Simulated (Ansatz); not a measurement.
# NiO2 in Ansatz: the effect of functional

The system is NiO2.

```
Ni O
1.0
     2.81732    0.00000    0.00000
    -1.40866    2.43987    0.00000
     0.00000    0.00000    4.64886
Ni O
1 2
Cartesian
  0.0000 0.0000 2.3244
  0.0000 1.6266 1.3666
  1.4087 0.8133 3.2823
```

The cell comes from a database or a generator and needn't be the stable form of this composition.

The cell isn't the ideal one: volume scaled by 1.02.

Alike in all runs:

| Property | Result |
| --- | --- |
| Program | Ansatz 0.2.0 |
| Task | single point |
| Potentials or basis | Ansatz PAW |
| k mesh | 11 × 11 × 6 |
| Occupations | fermi-dirac, width 0.05 eV |
| Spin | collinear spin, ferromagnetic start |
| Starting moments | [1.0, 0.0, 0.0] μB |

```csv
functional,cutoff,gap on the mesh (eV),pressure (GPa),largest force (eV/Å)
LDA,420 eV (not typed: the program's choice for these potentials),0.79,-14.5,1.11
PBEsol,420 eV (not typed: the program's choice for these potentials),0.87,-8.0,0.72
r2SCAN,500 eV (not typed: the program's choice for these potentials),?,?,?
```

Task: What does the run with functional r2SCAN give?

Result: gap on the mesh 1.36 eV; pressure -9.0 GPa; largest force 0.68 eV/Å.

Caveats: odd divisions of the mesh miss points on the zone boundary, where band edges often lie, so the gap on the mesh can be too wide; the PAW data sets come from PBE, with cores solved anew for the run's functional, which leaves a small shift of forces and pressure; the starting moments weren't kept; forces of over 1 eV/Å show positions far from the minimum, so gaps and moduli don't describe the material at rest (some runs); the magnetic or orbital state may not be the lowest (some runs).

A k mesh can miss the band edges.

Runs at the PBE level aren't shown here.
